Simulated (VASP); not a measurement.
# TiO2 (I4_1/amd) in VASP: a series of runs, part 2 of 3

VASP 6.6.1. The steps go on from the part before.

## (3) Relaxation of cell and atoms, RPBE

This run uses another cell than the first one, of 11.97 Å³/atom, 1.054 times its volume.

File INCAR:

```
SYSTEM = TiO2
  PREC = Accurate
  ENCUT = 600
  EDIFF = 1E-7
  ISMEAR = 0
  SIGMA = 0.03
  LREAL = .False.
  LASPH = .True.
  NELM = 80
  ALGO = Normal
  ISIF = 3
  LWAVE = .False.
  LCHARG = .False.
  GGA = RP
  IBRION = 2
  NSW = 90
  EDIFFG = -0.005
  KPAR = 2
```

File KPOINTS:

```
regular mesh
0
Gamma
  10 10 10
  0 0 0
```

File POSCAR:

```
TiO2                                    
1.0
   -1.9124613701      1.9124613701      4.9095127124
    1.9124613701     -1.9124613701      4.9095127124
    1.9124613701      1.9124613701     -4.9095127124
  Ti              O             
     2     4
Direct
     0.0000000000000000    0.0000000000000000    1.0000000000000000
     0.7500000000000000    0.2500000000000000    0.5000000000000000
     0.2056870094711410    0.2056870094711410    0.0000000000000000
     0.9556870094711409    0.4556870094711409    0.5000000000000000
     0.5443129905288591    0.0443129905288591    0.5000000000000000
     0.7943129905288591    0.7943129905288591    0.0000000000000000
```

Potentials or basis: VASP PAW PBE potentials, release 64 (Ti_sv, O).

The run is started by

```
cat potpaw_PBE.64/Ti_sv/POTCAR potpaw_PBE.64/O/POTCAR > POTCAR
mpirun -np 2 vasp_std > vasp.out
```

It took 5.5 min on 2 MPI ranks of AMD EPYC 9R45 (Zen 5), shared host; peak memory 0.45 GiB.

It converged, with:

```yaml
Free_energy: -51.4986 eV
Relaxed_volume: 11.96 Å³/atom
Relaxed_cell: a = 5.604 Å, b = 5.604 Å, c = 5.604 Å, α = 140.09°, β = 140.09°, γ = 57.71°
Space_group_after_relaxing_to_0.05_Å: I4_1/amd (No. 141)
Energy_gained_by_relaxing: 0.0 meV/atom
Ionic_steps: 3
Pressure_after_relaxing: 0.0 GPa
Band_gap_on_the_k_mesh: 2.12 eV, indirect (least direct gap 2.40 eV)
```

Forces in eV/Å, atoms in the order of the input:
```
Ti   0.000  0.000  0.000
Ti   0.000  0.000  0.000
O    0.000  0.000  0.002
O    0.000  0.000  0.002
O    0.000  0.000 -0.002
O    0.000  0.000 -0.002
```

Final structure:
```
Ti O
1.0
    -1.91220    1.91220    4.90790
     1.91220   -1.91220    4.90790
     1.91220    1.91220   -4.90790
Ti O
2 4
Direct
  0.00000 0.00000 0.00000
  0.75000 0.25000 0.50000
  0.20567 0.20567 0.00000
  0.95567 0.45567 0.50000
  0.54433 0.04433 0.50000
  0.79433 0.79433 0.00000
```

Levels at points of the mesh, in eV from the valence-band top:
```
           k point  band 21  band 22  band 23  band 24  band 25  band 26  band 27  band 28
(0.00, 0.00, 0.00)    -0.80    -0.78    -0.37    -0.37     2.12     2.73     3.92     3.92
(0.50, 0.00, 0.00)    -1.78    -0.84    -0.80    -0.63     3.14     3.38     3.43     3.46
(0.50, 0.50, 0.00)    -1.88    -1.88    -0.05    -0.05     3.13     3.13     3.58     3.58
(0.50, 0.50, 0.50)    -1.20    -1.20    -0.08    -0.08     2.42     2.42     3.63     3.63
```

Caveat: the PAW data sets were made with another functional, which shifts forces and pressure a little. A k mesh can miss the band edges.

## (4) Relaxation of cell and atoms, PBE

File INCAR:

```
SYSTEM = TiO2
  PREC = Accurate
  ENCUT = 600
  EDIFF = 1E-6
  ISMEAR = 0
  SIGMA = 0.03
  LREAL = .FALSE.
  LASPH = .TRUE.
  NELM = 80
  ALGO = Normal
  ISIF = 3
  LWAVE = .FALSE.
  LCHARG = .FALSE.
  GGA = PE
  IBRION = 2
  NSW = 90
  EDIFFG = -0.01
  KPAR = 2
```

File KPOINTS:

```
Automatic mesh
0
G
  10 10 10
  0 0 0
```

File POSCAR:

```
TiO2
1.0
   -1.8921000000      1.8921000000      4.7573000000
    1.8921000000     -1.8921000000      4.7573000000
    1.8921000000      1.8921000000     -4.7573000000
Ti O
2 4
Direct
    0.0000000000      0.0000000000      0.0000000000
    0.7500000000      0.2500000000      0.5000000000
    0.2081000000      0.2081000000      0.0000000000
    0.9581000000      0.4581000000      0.5000000000
    0.5419000000      0.0419000000      0.5000000000
    0.7919000000      0.7919000000      0.0000000000
```

Potentials or basis: VASP PAW PBE potentials, release 64 (Ti_sv, O).

The run is started by

```
cat potpaw_PBE.64/Ti_sv/POTCAR potpaw_PBE.64/O/POTCAR > POTCAR
mpirun -np 2 vasp_std > vasp.out
```

OUTCAR:

```text
SYSTEM = TiO2
   PREC = Accurate
   ENCUT = 600
   EDIFF = 1E-6
   ISMEAR = 0
   LREAL = .FALSE.
   LASPH = .TRUE.
   NELM = 80
   ISIF = 3
   GGA = PE
   IBRION = 2
   NSW = 90
   EDIFFG = -0.01

 ion  position               nearest neighbor table
   1  0.000  0.000  0.000-   5 1.93   4 1.93   5 1.93   4 1.93   3 1.98   6 1.98
   2  0.750  0.250  0.500-   6 1.93   3 1.93   6 1.93   3 1.93   4 1.98   5 1.98
   3  0.208  0.208  0.000-   2 1.93   2 1.93   1 1.98
   4  0.958  0.458  0.500-   1 1.93   1 1.93   2 1.98
   5  0.542  0.042  0.500-   1 1.93   1 1.93   2 1.98
   6  0.792  0.792  0.000-   2 1.93   2 1.93   1 1.98

  LATTYP: Found a body centered tetragonal cell.
 ALAT       =     3.7842000000
 C/A-ratio  =     2.5142962846

  Lattice vectors:

 A1 = (  -1.8921000000,   1.8921000000,   4.7573000000)
 A2 = (   1.8921000000,  -1.8921000000,   4.7573000000)
 A3 = (   1.8921000000,   1.8921000000,  -4.7573000000)

Analysis of symmetry for initial positions (statically):
=====================================================================
 Subroutine PRICEL returns:
 Original cell was already a primitive cell.

 Routine SETGRP: Setting up the symmetry group for a
 body centered tetragonal supercell.

 Subroutine GETGRP returns: Found 16 space group operations
 (whereof  8 operations were pure point group operations)
 out of a pool of 16 trial point group operations.

The static configuration has the point symmetry D_2d.
 The point group associated with its full space group is D_4h.

Analysis of symmetry for dynamics (positions and initial velocities):
=====================================================================
 Subroutine PRICEL returns:
 Original cell was already a primitive cell.

 Routine SETGRP: Setting up the symmetry group for a
 body centered tetragonal supercell.

 Subroutine GETGRP returns: Found 16 space group operations
[... 156 lines left out ...]
 Free energy of the ion-electron system (eV)
  ---------------------------------------------------
  ext. energy  EPLUGINS =         0.00000000
  ---------------------------------------------------
  free energy    TOTEN  =       -53.83472548 eV

  energy without entropy =      -53.83472548  energy(sigma->0) =      -53.83472548

------------------------ aborting loop because EDIFF is reached ----------------------------------------

  FORCE on cell =-STRESS in cart. coord.  units (eV):
  Direction    XX          YY          ZZ          XY          YZ          ZX
  --------------------------------------------------------------------------------------
  -------------------------------------------------------------------------------------
  Total        2.2240641      2.2240641      2.8117561      0.0000000     -0.0000000      0.0000000
  in kB       52.3057189     52.3057189     66.1271065      0.0000000     -0.0000000      0.0000000
  external PRESSURE =      56.9128481 kB  Pullay stress =       0.0000000 kB
[... 101 lines left out ...]
  FREE ENERGIE OF THE ION-ELECTRON SYSTEM (eV)
  ---------------------------------------------------
  free  energy   TOTEN  =       -53.8654694275 eV

  energy  without entropy=      -53.8654694275  energy(sigma->0) =      -53.86546943

[... ionic steps 4 to 7 ...]

--------------------------------------- Ionic step        8  -------------------------------------------

 number of electron      47.9999999 magnetization

------------------------ aborting loop because EDIFF is reached ----------------------------------------
[... 75 lines left out ...]
--------------------------------------- Ionic step       10  -------------------------------------------

 number of electron      47.9999998 magnetization

 Free energy of the ion-electron system (eV)
  ---------------------------------------------------
  ext. energy  EPLUGINS =         0.00000000
  ---------------------------------------------------
  free energy    TOTEN  =       -53.86893187 eV

  energy without entropy =      -53.86893187  energy(sigma->0) =      -53.86893187

 E-fermi :   3.2813     XC(G=0): -10.5821

 val. band max:        3.1237767172   @ k =  -0.4000   0.4000   0.0000
 cond. band min:       5.2292263737   @ k =   0.0000   0.0000   0.0000
 fundamental gap:      2.1054496565
 Fermi energy:         3.2812592381

 k-point     1 :       0.0000    0.0000    0.0000
  band No.  band energies     occupation
      1     -53.3433      2.00000
      2     -53.2928      2.00000
      3     -29.7690      2.00000
      4     -29.5526      2.00000
      5     -29.5526      2.00000
      6     -29.4917      2.00000
[... 733 lines left out ...]
     27       6.5404      0.00000
     28       6.6959      0.00000

 [... further k-points ...]

------------------------ aborting loop because EDIFF is reached ----------------------------------------

  FORCE on cell =-STRESS in cart. coord.  units (eV):
  Direction    XX          YY          ZZ          XY          YZ          ZX
  --------------------------------------------------------------------------------------
  -------------------------------------------------------------------------------------
  Total        0.0228662      0.0228662     -0.0046571      0.0000000     -0.0000000      0.0000000
  in kB        0.5223352      0.5223352     -0.1063821      0.0000000     -0.0000000      0.0000000
  external PRESSURE =       0.3127628 kB  Pullay stress =       0.0000000 kB
[... 21 lines left out ...]
  FREE ENERGIE OF THE ION-ELECTRON SYSTEM (eV)
  ---------------------------------------------------
  free  energy   TOTEN  =       -53.8689318714 eV

  energy  without entropy=      -53.8689318714  energy(sigma->0) =      -53.86893187

 reached required accuracy - stopping structural energy minimisation
```

OSZICAR:

```text
N       E                     dE             d eps       ncg     rms          rms(c)
DAV:   1     0.726441005625E+03    0.72644E+03   -0.27282E+04  5712   0.220E+03
DAV:   2     0.616818747566E+02   -0.66476E+03   -0.64507E+03  6124   0.611E+02
[... 94 lines left out ...]
DAV:   1    -0.538694132733E+02   -0.59300E-03   -0.63534E-02  5712   0.249E+00    0.216E-01
DAV:   2    -0.538691070332E+02    0.30624E-03   -0.39144E-03  6848   0.569E-01    0.106E-01
DAV:   3    -0.538689384372E+02    0.16860E-03   -0.86707E-04  7216   0.215E-01    0.339E-02
DAV:   4    -0.538689292558E+02    0.91814E-05   -0.17946E-04  8808   0.884E-02    0.231E-02
DAV:   5    -0.538689299240E+02   -0.66824E-06   -0.12836E-05  7180   0.347E-02    0.130E-02
DAV:   6    -0.538689318580E+02   -0.19340E-05   -0.96609E-06  9576   0.210E-02    0.519E-03
DAV:   7    -0.538689318714E+02   -0.13424E-07   -0.66728E-07  3244   0.774E-03
  10 F= -.53868932E+02 E0= -.53868932E+02  d E =-.286828E-03
```

It took 34 min on 2 MPI ranks of AMD EPYC 7R13 (Zen 3), shared host; peak memory 0.46 GiB.

Results:

```yaml
Free_energy: -53.8689 eV
Relaxed_volume: 11.69 Å³/atom
Relaxed_cell: a = 5.548 Å, b = 5.548 Å, c = 5.548 Å, α = 139.92°, β = 139.92°, γ = 57.97°
Space_group_after_relaxing_to_0.05_Å: I4_1/amd (No. 141)
Energy_gained_by_relaxing: 5.7 meV/atom
Ionic_steps: 10
Pressure_after_relaxing: 0.0 GPa
Largest_force_after_relaxing: 0.007 eV/Å
Band_gap_on_the_k_mesh: 2.11 eV, indirect (least direct gap 2.40 eV)
```

Forces in eV/Å, atoms in the order of the input:
```
Ti   0.000  0.000  0.000
Ti   0.000  0.000  0.000
O    0.000  0.000 -0.007
O    0.000  0.000 -0.007
O    0.000  0.000  0.007
O    0.000  0.000  0.007
```

Step by step:
```csv
step,energy change (eV),largest force (eV/Å),pressure (GPa),volume (Å³)
1,0.0000,0.1231,5.69,68.13
2,0.0193,0.3205,-6.32,72.18
3,-0.0307,0.0862,0.04,69.86
4,-0.0307,0.0821,0.11,69.83
5,-0.0317,0.0438,0.12,69.91
6,-0.0323,0.0071,0.05,70.01
7,-0.0330,0.0001,-0.08,70.08
8,-0.0339,0.0215,-0.45,70.27
9,-0.0341,0.0026,0.30,70.06
10,-0.0342,0.0066,0.03,70.14
```

Final structure:
```
Ti O
1.0
    -1.90085    1.90085    4.85288
     1.90085   -1.90085    4.85288
     1.90085    1.90085   -4.85288
Ti O
2 4
Direct
  0.00000 0.00000 0.00000
  0.75000 0.25000 0.50000
  0.20657 0.20657 0.00000
  0.95657 0.45657 0.50000
  0.54343 0.04343 0.50000
  0.79343 0.79343 0.00000
```

## (5) Relaxation of cell and atoms, PBE

This run uses another cell than the first one, of 11.69 Å³/atom, 1.030 times its volume.

Changes to INCAR since step 4:

```diff
@@ -3,3 +3,3 @@
   ENCUT = 600
-  EDIFF = 1E-6
+  EDIFF = 1E-7
   ISMEAR = 0
@@ -16,3 +16,3 @@
   NSW = 90
-  EDIFFG = -0.01
+  EDIFFG = -0.005
   KPAR = 2
```

KPOINTS is that of step 4.

File POSCAR:

```
TiO2                                    
1.0
   -1.9008488287      1.9008488287      4.8528819173
    1.9008488287     -1.9008488287      4.8528819173
    1.9008488287      1.9008488287     -4.8528819173
  Ti              O             
     2     4
Direct
     0.0000000000000000    0.0000000000000000    0.0000000000000000
     0.7500000000000000    0.2500000000000000    0.5000000000000000
     0.2065680599321152    0.2065680599321152    0.0000000000000000
     0.9565680599321152    0.4565680599321152    0.5000000000000000
     0.5434319400678848    0.0434319400678847    0.5000000000000000
     0.7934319400678848    0.7934319400678848    0.0000000000000000
```

The run is started by

```
cat potpaw_PBE.64/Ti_sv/POTCAR potpaw_PBE.64/O/POTCAR > POTCAR
mpirun -np 2 vasp_std > vasp.out
```

It took 11 min on 2 MPI ranks of AMD EPYC 7R13 (Zen 3), shared host; peak memory 0.45 GiB.

It converged, with:

| Item | Value |
| --- | --- |
| Free energy | -53.8739 eV |
| Relaxed volume | 11.69 Å³/atom |
| Relaxed cell | a = 5.547 Å, b = 5.547 Å, c = 5.547 Å, α = 139.92°, β = 139.92°, γ = 57.98° |
| Space group after relaxing (to 0.05 Å) | I4_1/amd (No. 141) |
| Energy gained by relaxing | 0.0 meV/atom |
| Ionic steps | 3 |
| Pressure after relaxing | 0.0 GPa |
| Band gap on the k mesh | 2.11 eV, indirect (least direct gap 2.40 eV) |

Final structure:
```yaml
crystal:
  lattice:
    - [-1.90084, 1.90084, 4.85206]
    - [1.90084, -1.90084, 4.85206]
    - [1.90084, 1.90084, -4.85206]
  atoms:
    - { symbol: Ti, position: [0.00000, 0.00000, 0.00000] }
    - { symbol: Ti, position: [0.75000, 0.25000, 0.50000] }
    - { symbol: O, position: [0.20655, 0.20655, 0.00000] }
    - { symbol: O, position: [0.95655, 0.45655, 0.50000] }
    - { symbol: O, position: [0.54345, 0.04345, 0.50000] }
    - { symbol: O, position: [0.79345, 0.79345, 0.00000] }
```

Levels at points of the mesh, in eV from the valence-band top:
```
           k point  band 22  band 23  band 24  band 25  band 26  band 27
(0.00, 0.00, 0.00)    -0.78    -0.41    -0.41     2.11     2.77     3.95
(0.50, 0.00, 0.00)    -0.87    -0.85    -0.64     3.18     3.45     3.50
(0.50, 0.50, 0.00)    -1.97    -0.04    -0.04     3.21     3.21     3.67
(0.50, 0.50, 0.50)    -1.23    -0.10    -0.10     2.43     2.43     3.68
```

(Part 2 of 3 ends here.)
